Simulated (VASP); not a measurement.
## Mg: single point with PBE

The system is Mg.

```xyz
1
Lattice="-1.7958 1.7958 1.7958 1.7958 -1.7958 1.7958 1.7958 1.7958 -1.7958" Properties=species:S:1:pos:R:3 pbc="T T T"
Mg    0.0000    0.0000    0.0000
```

The cell was built by a generator and needn't be a form met in nature.

```json
{"Program": "VASP 6.6.1", "Task": "single point", "Functional": "PBE", "Potentials or basis": "VASP PAW PBE potentials, release 64 (Mg)", "Cutoff": "520 eV", "k mesh": "8 × 8 × 8", "Occupations": "gaussian, width 0.05 eV", "Spin": "no spin polarisation", "Dipole correction": "no", "Further INCAR settings": "ALGO = Normal; EDIFF = 1e-06; NBANDS = 7"}
```

```
Pressure               : -0.6 GPa
Band gap on the k mesh : none (metal or under the smearing width)
```

Levels at points of the mesh, in eV from the Fermi level:
```csv
k point,band 1,band 2,band 3,band 4,band 5,band 6
"(0.00, 0.00, 0.00)",-6.77,13.09,13.09,13.09,15.10,15.10
"(0.50, 0.00, 0.00)",-1.34,-0.78,8.73,9.40,10.27,11.55
"(0.50, 0.50, 0.50)",3.97,3.97,3.97,4.14,4.14,7.54
```

Wall time 2.1 s on 1 thread of Intel(R) Xeon(R) Platinum 8375C CPU @ 2.90GHz (Ice Lake) (shared host), peak memory 0.13 GiB.
